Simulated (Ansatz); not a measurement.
# SnO2: an axial (c/a) deformation path

One table from this session's results is given with a row withheld; the runs are named, their logs left out.

Computed with Ansatz 0.2.0 (DFT PBEsol, scalar-relativistic, plane waves, PAW, unless a step's input says otherwise).

### Starting point

The structure is trigonal, space group R-3m (No. 166). The conventional cell has a = 3.234 Å, b = 3.234 Å, c = 14.402 Å, α = 90.00°, β = 90.00°, γ = 120.00°. Around Sn (site symmetry -3m) lie 6 O at 2.13 Å. O (site symmetry 3m) has 3 Sn at 2.13 Å as nearest neighbours.

As a file:

```cif
data_structure
_symmetry_space_group_name_H-M 'R-3m:H'
_symmetry_Int_Tables_number 166
_cell_length_a 3.2342
_cell_length_b 3.2342
_cell_length_c 14.4018
_cell_angle_alpha 90.000
_cell_angle_beta 90.000
_cell_angle_gamma 120.000
_cell_volume 130.46
loop_
_atom_site_label
_atom_site_type_symbol
_atom_site_symmetry_multiplicity
_atom_site_Wyckoff_symbol
_atom_site_fract_x
_atom_site_fract_y
_atom_site_fract_z
_atom_site_occupancy
Sn1 Sn 3 b 0.66667 0.33333 0.83333 1
O1 O 6 c 0.33333 0.66667 0.90384 1
```

It goes back to an entry of the Materials Project, which need not be the stable form.

No relaxation comes first: the listed cell is the starting point.

The first run:

At fixed volume and fractional coordinates, lengths along (0.000, 0.000, 1.000) are scaled against those across it; ρ is that ratio over its starting value.

Contents of input.yaml:

```yaml
crystal:
  lattice:
    - [1.7071121059, 0.9856016339, 4.307653879]
    - [-1.7071121059, 0.9856016339, 4.307653879]
    - [0.0, -1.9712032677, 4.307653879]
  atoms:
    - { symbol: Sn, position: [0.5, 0.5, 0.5] }
    - { symbol: O, position: [0.23717, 0.23717, 0.23717] }
    - { symbol: O, position: [0.76283, 0.76283, 0.76283] }
basis:
  ecutwfc: 420
kpoints:
  mp_grid: { grid: [12, 12, 12] }
hamiltonian:
  xc: pbesol
scf:
  occupations: { method: gaussian, width: 0.05 }
output:
  forces: true
  stress: true
  eigenvalues: true
```

The run is started by

```console
$ ansatz run input.yaml --threads 1 --pin off --max-ram 1228MiB --backend cpu --events-out ev --progress --plain --runs-dir out
```

Steps of the session up to this table: At ρ = 0.850; Point ρ = 1.200; ρ = 0.920; At ρ = 1.100; ρ = 0.960; At ρ = 1.050; Point ρ = 0.800.

One of the session's tables, all rows but one given; the rest of the session is left out.

It belongs to the step «The scan collected». Collected from the runs (energy zero: the undisturbed cell):

| ρ | ΔE (meV/atom) | pressure (GPa) | gap on the mesh (eV) |
| --- | --- | --- | --- |
| 0.800 | 156.7 | -16.6 | 0.23 |
| 0.850 | 93.7 | -13.8 | 0.67 |
| 0.920 | ? | ? | ? |
| 0.960 | 10.3 | -7.4 | 1.58 |
| 1.000 | 0.0 | -5.1 | 1.87 |
| 1.050 | 2.0 | -2.4 | 2.19 |
| 1.100 | 19.9 | 0.3 | 2.47 |
| 1.200 | 100.8 | 5.3 | 2.90 |

**Question.** Estimate the row for ρ = 0.920.

Worked estimate for «ΔE (meV/atom)». A straight line through the neighbours (0.850, 93.7) and (0.960, 10.3) gives 93.7 + (10.3 − 93.7) × (0.920 − 0.850) / (0.960 − 0.850) = 40.6; a parabola fitted to 4 rows on both sides gives 31.7.

**Answer.** ΔE (meV/atom): 31.4; pressure (GPa): -9.7; gap on the mesh (eV): 1.26. In «ΔE (meV/atom)» the line misses by +9.2 and the parabola by +0.3.
